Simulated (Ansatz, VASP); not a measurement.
## GaP in VASP and in Ansatz

The input INCAR:

```
SYSTEM = GaP
  PREC = Accurate
  ENCUT = 520
  EDIFF = 1E-6
  ISMEAR = 0
  SIGMA = 0.05
  LREAL = .False.
  LASPH = .True.
  NELM = 100
  ALGO = Normal
  ISIF = 2
  LWAVE = .False.
  LCHARG = .False.
  GGA = PS
  NBANDS = 16
```

KPOINTS

```
Automatic mesh
0
Gamma
  10 10 10
  0 0 0
```

Contents of POSCAR:

```
GaP
1.0
    0.0000000000      2.7927204942      2.7190346550
    2.7190346550      0.0000000000      2.7190346550
    2.7190346550      2.7927204942      0.0000000000
Ga P
1 1
Direct
    0.0000000000      0.0000000000      0.0000000000
    0.7500000000      0.7500000000      0.7500000000
```

Input for Ansatz:

```yaml
crystal:
  lattice:
    - [0.0, 2.7927204942, 2.719034655]
    - [2.719034655, 0.0, 2.719034655]
    - [2.719034655, 2.7927204942, 0.0]
  atoms:
    - { symbol: Ga, position: [0.0, 0.0, 0.0] }
    - { symbol: P, position: [0.75, 0.75, 0.75] }
basis:
  ecutwfc: 420
kpoints:
  mp_grid: { grid: [10, 10, 10] }
hamiltonian:
  xc: pbesol
  pseudopotentials: { kind: paw, azcp: { folder: soft_1 } }
scf:
  occupations: { method: gaussian, width: 0.05 }
output:
  forces: true
  stress: true
  eigenvalues: true
  write_density: true
  write_potential: true
  elf: true
  volumetric_format: npy
```

Alike in both runs: task single point; functional PBEsol; k mesh 10 × 10 × 10; occupations gaussian, width 0.05 eV; no spin polarisation.

|  | VASP | Ansatz |
| --- | --- | --- |
| version | VASP 6.6.1 | Ansatz 0.2.0 |
| potentials or method | VASP PAW PBE potentials, release 64 (Ga_d, P) | scalar-relativistic, plane waves, PAW |
| plane-wave cutoff (eV) | 520 | 420 |
| valence electrons in the cell | 18 | 18 |

```tsv
	VASP	Ansatz	Ansatz less VASP
gap on the k mesh at the Fermi level (eV)	1.39	1.39	-0.001
least direct gap on the mesh (eV)	1.53	1.53	-0.006
pressure (GPa)	-2.2	-2.1	+0.09
largest component of the traceless stress (GPa)	1.39	1.38	-0.005
```

With one functional, cell and mesh, what is left measures potentials, basis and numerics. Ansatz warned: «pseudo_functional_mismatch».

Caveats: the PAW data sets were made with another functional, which shifts forces and pressure a little (VASP). A k mesh can miss the band edges.
